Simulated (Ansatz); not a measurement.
Lattice vibrations of Ir at Γ at 7 GPa

These are results of Ansatz, DFT PBE, scalar-relativistic, plane waves, PAW, not measurements. Settings: 420 eV plane-wave cutoff, Γ-centred 18×18×10 mesh, Fermi-Dirac smearing of 0.15 eV. No spin polarisation. Phonons by linear response, acoustic sum rule imposed.

The cell, relaxed at 7 GPa:
```
Ir
1.0
     2.73235    0.00000    0.00000
    -1.36617    2.36628    0.00000
     0.00000    0.00000    4.42785
Ir
2
Cartesian
  1.3662 0.7888 3.3209
  0.0000 1.5775 1.1070
```

In a metal, frequencies and elastic constants depend on the k mesh and the smearing, soft modes and shear constants most. Spin–orbit coupling is left out, which can shift energies with elements as heavy as these. Other phases may be more stable at this pressure.

Question: Is this structure stable against zone-centre distortions?

Answer: Yes, at Γ: no optical mode is imaginary. Strains and other wave vectors aren't tested by this run.

Question: List the optical modes at Γ (i marks imaginary ones).

Answer:
```json
{"frequency (meV)": "14.8", "degeneracy": "2"}
{"frequency (meV)": "24.9", "degeneracy": "1"}
```

This form isn't the element's structure at ambient conditions.

Cost: 1 run of about 1.7 core-minutes, on AMD EPYC 7R43 (Zen 3) (shared hosts).